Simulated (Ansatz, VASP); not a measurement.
**Two plane-wave programs on Mg**

```xyz
2
Lattice="3.1448 0.0000 0.0000 -1.5724 2.7234 0.0000 0.0000 0.0000 5.0428" Properties=species:S:1:pos:R:3 pbc="T T T"
Mg    0.0000    1.8156    1.2607
Mg    1.5724    0.9078    3.7821
```

Alike in both runs: functional LDA; k mesh 18 × 18 × 8; occupations gaussian, width 0.1 eV; no spin polarisation.

Ansatz relaxed the structure, and its values are those at the end. VASP's run is a single point on that final structure, the one shown.

|  | VASP | Ansatz |
| --- | --- | --- |
| version | VASP 6.6.1 | Ansatz 0.2.0 |
| potentials or method | VASP PAW LDA potentials, release 64 (Mg) | scalar-relativistic, plane waves, PAW |
| plane-wave cutoff (eV) | 520 | 420 |
| valence electrons in the cell | 4 | 20 |

VASP gave:

```
gap on the k mesh at the Fermi level (eV) : none
pressure (GPa)                            : -0.3
```

Estimate Ansatz's values.

gap on the k mesh at the Fermi level (eV): none; pressure (GPa): 0.0.

A gap of «none» marks a metal or a gap that the smearing closes. The two sets of potentials don't hold the same shells in valence.
